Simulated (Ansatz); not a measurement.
# GaN (F-43m) in Ansatz: notebook, part 2 of 2

Ansatz 0.2.0. Earlier steps stand in the parts before.

### 6 Relaxation of cell and atoms, BLYP+D4

input.yaml

```yaml
crystal:
  lattice:
    - [0.0, 2.2535006075, 2.2535006075]
    - [2.2535006075, 0.0, 2.2535006075]
    - [2.2535006075, 2.2535006075, 0.0]
  atoms:
    - { symbol: Ga, position: [0.0, 0.0, 0.0] }
    - { symbol: "N", position: [0.25, 0.25, 0.25] }
hamiltonian:
  xc: blyp
  pseudopotentials: { kind: paw }
  dispersion: d4
kpoints:
  mp_grid: { grid: [10, 10, 10] }
scf:
  occupations: { method: fermi_dirac, width: 0.05 }
output:
  forces: true
  stress: true
relax:
  f_tol: 0.01
  max_steps: 40
  cell: { stress_tol: 0.05 }
```

Potentials or basis: Ansatz PAW.

Run with:

```
> ansatz run input.yaml --threads 2 --pin off --max-ram 5632MiB --backend cpu --events-out ev --progress --plain --runs-dir out
```

The program printed:

```text
Warning: RAYON_NUM_THREADS=2 ignored (pool sized by the plan → 2); use --threads N
Engine: ansatz 0.2.0, x86_64-unknown-linux-gnu
Pseudopotentials: kind: paw
Pseudopotential: Ga, paw, valence charge 13, recommended cutoff 420 eV (normal), Ga.paw.azcp
Pseudopotential: N, paw, valence charge 5, recommended cutoff 420 eV (normal), N.paw.azcp
Functional definition: BLYP
  parameter beta = 0.0042
  parameter a = 0.04918
  parameter b = 0.132
  parameter c = 0.2533
  parameter d = 0.349
  exchange = b88_x(beta = beta)
  correlation = lyp_c(a = a, b = b, c = c, d = d)
Crystal: 2 atoms, lattice volume = 22.888 Å³
Basis set: ecut = 420 eV, 459 PW (Γ), exchange–correlation on 48×48×48 points (8 copies of the dense FFT grid, shifted against one another)
Bands: 13, of which v1, the nominal top of the filled ones, is band 9 counted from 1 (8 counted from 0)
Symmetry: 24 space group operations
Space group: F-43m (ITA 216), of the structure as read, at distance tolerance 2.8e-5 Å
k-points: 47 of 1000 (time reversal used)
Non-local potential: Ga, projectors of the file, l = 0: 2, l = 1: 2, l = 2: 3, l = 3: 1
Non-local potential: N, projectors of the file, l = 0: 2, l = 1: 2, l = 2: 1
PAW form: soft (Blöchl's): semilocal exchange-correlation on the pseudo side does not see the compensation charge
PAW frozen core: Ga, regenerated for the run's functional, and the local potential with it (the file was generated under x = pbe(κ = 0.804, μ = 0.2195149727645171), c = pbe(β = 0.06672455060314922))
PAW frozen core: N, regenerated for the run's functional, and the local potential with it (the file was generated under x = pbe(κ = 0.804, μ = 0.2195149727645171), c = pbe(β = 0.06672455060314922))
PAW one-centre angular grid: Ga, 590 points (default); XC on 64 Gauss nodes
PAW one-centre angular grid: N, 110 points (default); XC on 64 Gauss nodes
Initial density: superposition of atomic densities (neutral atoms: chi_scale 0, normalization atom), corrected by the library's trained network
Initial wavefunctions: pseudopotential atomic-orbital guess
Functional: x = b88, c = lyp
SCF iter   1: F=—  HF=-4180.592683 eV  |F-HF|=—  |Δ(HF+E_count)|=         —  Δρ=1.79e-2  dr2=6.31e-2  ethr=1.77e-3  ⟨swp⟩=5.0  Hψ=3163  notcnv=0
preconditioner: auto → none  [insulator: Δε(μ)=1.937 eV  Ē_g=18.894 eV  σ=0.050 eV  W_gap=1.00  n_scr=8 (ndim 8)  ℏωp=32.9 eV  f_vac=0.001  D(μ)=0.00/eV (n_scr^D=0)  ε∞_Penn≈4.0]
SCF iter   2: F=—  HF=-4180.576164 eV  |F-HF|=—  |Δ(HF+E_count)|=   1.65e-2  Δρ=5.29e-3  dr2=6.10e-3  ethr=3.50e-4  ⟨swp⟩=2.0  Hψ=1177  notcnv=0
SCF iter   3: F=—  HF=-4180.574565 eV  |F-HF|=—  |Δ(HF+E_count)|=   1.60e-3  Δρ=4.91e-4  dr2=2.70e-5  ethr=3.39e-5  ⟨swp⟩=2.0  Hψ=908  notcnv=0
SCF iter   4: F=—  HF=-4180.574583 eV  |F-HF|=—  |Δ(HF+E_count)|=   1.80e-5  Δρ=2.31e-4  dr2=6.89e-6  ethr=1.50e-7  ⟨swp⟩=2.0  Hψ=1030  notcnv=0
SCF iter   5: F=—  HF=-4180.574581 eV  |F-HF|=—  |Δ(HF+E_count)|=   2.35e-6  Δρ=3.65e-5  dr2=1.19e-7  ethr=3.83e-8  ⟨swp⟩=2.0  Hψ=1026  notcnv=0
[... 39 lines left out ...]
iter 5 did not close the SCF: its close was put off for the readings that it lacked (scf_convergence_deferred on its scf_iter line)
SCF iter   5: F=-4180.575051 eV  HF=-4180.575051 eV  |F-HF|=9.09e-13  |Δ(HF+E_count)|=  4.91e-11  Δρ=7.83e-8  dr2=4.39e-13  ethr=1.00e-12  ⟨swp⟩=1.0  Hψ=611  notcnv=0
SCF iter   6: F=-4180.575051 eV  HF=-4180.575051 eV  |F-HF|=1.82e-12  |Δ(HF+E_count)|=    0.00e0  Δρ=8.35e-9  dr2=4.08e-15  ethr=1.00e-12  ⟨swp⟩=3.0  Hψ=2259  notcnv=0
SCF 4 converged in 6 iterations: F = -4180.575051 eV  dr2 = 4.08e-15
relax step   4: F+E_penalty+E_count = -4180.57505113 eV  Δ(F+E_penalty+E_count) = +3.055e-4 eV  max|allowed force component| = 8.095e-17 eV/Å  Δτ_max = 0.0000 Å  P = -0.019 GPa  Ω = 22.774 Å³  stress off target by 1.94e-2 GPa  SCF on the basis re-selected at this cell (its energy is not comparable with the rows above)  (6 SCF iters)
basis re-selected at this cell: Δ(F+E_penalty+E_count) = +3.055e-4 eV, ΔP = -0.023 GPa vs the last step (what re-selecting the basis moved, of the pressure what is left beyond the Pulay correction that the steps carried, after the strain that the cell walked since its last selection, with what the two solves' SCF thresholds leave and, on support functions, any second-order correction that the steps lacked; it is no measure of the basis error at this ecutwfc). This SCF's stress stands 1.94e-2 GPa from its target on what of the cell is left free (relax.cell.stress_tol is 5.00e-2 GPa) and its largest allowed force component is 8.10e-17 eV/Å (relax.f_tol is 1.00e-2 eV/Å): within both
SCF converged after 6 iterations
Free energy (F): -4180.575051 eV
Harris-Foulkes:  -4180.575051 eV  (|F-HF|=1.82e-12)
Internal energy: -4180.575051 eV  (E = F + TS)
E sigma→0 (E₀):  -4180.575051 eV
Fermi energy:    11.072401 eV
--- Per-component energies (eV) ---
  E_band       = 1.206531
  E_kinetic    = 248.587410
  E_local      = -1945.483359  (includes V_loc(G=0)·N_el)
  E_nonlocal   = 471.167939
  E_hartree    = 897.952699
  E_xc         = -127.107136
  E_vxc        = -131.576662  (∫ρ·V_xc dr)
  E_paw        = -2134.097631  (= ΣΔE_a)
  E_vpaw       = -437.394317  (= ΣTr[D̂ρ^β])
  E_aug_tail   = 0.000121  (compensation charges beyond the density's cutoff)
  E_ewald      = -1590.076190
  E_disp       = -1.537384  (pairwise vdW)
  E_core_change = 0.018480  (= ΣΔE_core)
  E_smearing   = -0.000000  (= −TS)
  E_closure    = -0.000000  (closes the sum)
  Σ components = -4180.575051   (vs F -4180.575051, Δ=0.00e0)
--- Forces (eV/Å), atoms counted from 1 ---
  atom   1  Ga     0.00000000    -0.00000000    -0.00000000
  atom   2  N      0.00000000     0.00000000     0.00000000
  max |Σ_I F_I| component: 1.16e-16 eV/Å
--- Stress (GPa, compression-positive) ---
       -0.019386       0.000000       0.000000
       -0.000000      -0.019386       0.000000
        0.000000       0.000000      -0.019386
  P = ⅓ Tr σ = -0.0194 GPa (-0.194 kbar)
--- Relaxed structure (3 steps of the walk, 3 accepted, 1 SCFs on fresh bases) ---
  F+E_penalty+E_count = -4180.57505113 eV   max|allowed force component| = 8.095e-17 eV/Å   (the final SCF, on the basis selected at the relaxed cell)
  cell:  # Å, volume = 22.7739 Å³
    - [2.292917414803016e-34, 2.2497573733415757, 2.2497573733415757]
    - [2.2497573733415757, 2.1782715440628652e-33, 2.2497573733415757]
    - [2.2497573733415757, 2.2497573733415757, 1.9744566627470415e-33]
  atoms:
    - { symbol: Ga, position: [-2.922242871366328e-34, 2.1210186263610896e-34, 4.146335467902109e-34] }
    - { symbol: N, position: [0.25, 0.25, 0.25] }
```

It took 8.6 s on 2 threads of Intel Xeon at 2.50GHz (Skylake/Cascade Lake), shared host; peak memory 0.34 GiB.

What came out:

```
Free energy                            : -4180.5751 eV
Relaxed volume                         : 11.39 Å³/atom
Relaxed cell                           : a = 3.182 Å, b = 3.182 Å, c = 3.182 Å, α = 60.00°, β = 60.00°, γ = 60.00°
Space group after relaxing (to 0.05 Å) : F-43m (No. 216)
Energy gained by relaxing              : 0.2 meV/atom
Ionic steps                            : 4
Pressure after relaxing                : 0.0 GPa
Band gap on the k mesh                 : 1.86 eV
```

The path:
```tsv
step	energy change (eV)	largest force (eV/Å)	volume (Å³)
1	0.0000	0.0000	22.89
2	-0.0005	0.0000	22.82
3	-0.0008	0.0000	22.77
4	-0.0005	0.0000	22.77
```

Final structure:
```
CELL_PARAMETERS angstrom
0.00000 2.24976 2.24976
2.24976 0.00000 2.24976
2.24976 2.24976 0.00000
ATOMIC_POSITIONS crystal
Ga 0.00000 0.00000 0.00000
N 0.25000 0.25000 0.25000
```

Caveat: the plane-wave basis is chosen anew once the cell has moved, so the energies of steps on either side of that aren't comparable; the pressure holds a Pulay correction of +0.6 GPa for the finite cutoff; the PAW data sets come from PBE, with cores solved anew for the run's functional, which leaves a small shift of forces and pressure.

### 7 Overview

```csv
task,level,cell,smearing,gap on the mesh (eV),pressure (GPa),relaxed volume (Å³/atom)
single point,PBE,as given,gaussian 0.028 eV,1.72,5.0,-
relaxation of cell and atoms,PBE+D3(BJ),relaxed,fermi-dirac 0.05 eV,1.67,0.0,11.53
relaxation of cell and atoms,PBE+D4,relaxed,fermi-dirac 0.05 eV,1.74,0.0,11.40
relaxation of cell and atoms,BLYP+D3(BJ),relaxed,fermi-dirac 0.05 eV,1.73,0.0,11.60
relaxation of cell and atoms,BLYP+D4,relaxed,fermi-dirac 0.05 eV,1.86,0.0,11.39
```

Alike in all rows: potentials or basis Ansatz PAW; no spin polarisation; k mesh 10 × 10 × 10; cutoff (eV) 420.

Caveats: the plane-wave basis is chosen anew once the cell has moved, so the energies of steps on either side of that aren't comparable (some runs); the PAW data sets come from PBE, with cores solved anew for the run's functional, which leaves a small shift of forces and pressure (some runs).

Absolute energies hang on the potentials; compare differences alone.

### 8 Comparison with measurements

Step 2. Against the measured gap of GaN, 3.299 eV (direct; 0 K; a printed reference work, textbook), the calculated 1.72 eV is off by -1.58 eV. Spin-orbit coupling on Ga is left out. The value is that of PBE, without temperature or zero-point motion. Semilocal functionals fall short of measured gaps as a rule. The cell is a database's relaxed one, not the measured one, which moves gaps too.
